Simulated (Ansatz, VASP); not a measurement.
Ni3Ge in VASP and in Ansatz

INCAR

```
ALGO = Normal
EDIFF = 1E-7
ENCUT = 520
GGA = PS
ISIF = 2
ISMEAR = 0
LASPH = T
LCHARG = F
LREAL = F
LWAVE = F
NBANDS = 30
NELM = 80
PREC = Accurate
SIGMA = 0.05
```

Contents of KPOINTS:

```
k-points
0
Gamma
  6 6 6
```

The input POSCAR:

```
Ni3Ge
1.0
    3.5303341067      0.0000000000      0.0000000000
    0.0000000000      3.5303341067      0.0000000000
    0.0000000000      0.0000000000      3.5303341067
Ni Ge
3 1
Direct
    0.5000000000      0.0000000000      0.5000000000
    0.0000000000      0.5000000000      0.5000000000
    0.5000000000      0.5000000000      0.0000000000
    0.0000000000      0.0000000000      0.0000000000
```

Input for Ansatz:

```yaml
crystal:
  lattice:
    - [3.5303341067, 0.0, 0.0]
    - [0.0, 3.5303341067, 0.0]
    - [0.0, 0.0, 3.5303341067]
  atoms:
    - { symbol: Ni, position: [0.5, 0.0, 0.5] }
    - { symbol: Ni, position: [0.0, 0.5, 0.5] }
    - { symbol: Ni, position: [0.5, 0.5, 0.0] }
    - { symbol: Ge, position: [0.0, 0.0, 0.0] }
basis:
  ecutwfc: 420
kpoints:
  mp_grid: { grid: [6, 6, 6] }
hamiltonian:
  xc: pbesol
scf:
  occupations: { method: gaussian, width: 0.05 }
output:
  forces: true
  stress: true
  eigenvalues: true
```

Alike in both runs: task single point; functional PBEsol; k mesh 6 × 6 × 6; occupations gaussian, width 0.05 eV; no spin polarisation.

```csv
,VASP,Ansatz
version,VASP 6.6.1,Ansatz 0.2.0
potentials or method,"VASP PAW PBE potentials, release 64 (Ni, Ge_d)","scalar-relativistic, plane waves, PAW"
plane-wave cutoff (eV),520,420
valence electrons in the cell,44,68
```

VASP gave:

* gap on the k mesh at the Fermi level (eV): none
* pressure (GPa): -0.7

Problem. Which values does Ansatz return?

Solution. gap on the k mesh at the Fermi level (eV): none; pressure (GPa): -1.0.

A gap of «none» marks a metal or a gap that the smearing closes. The two sets of potentials don't hold the same shells in valence.

Caveats: the PAW data sets were made with another functional, which shifts forces and pressure a little (VASP). Spin polarisation is off, so any magnetic state and its effect on volume and gap are missing.
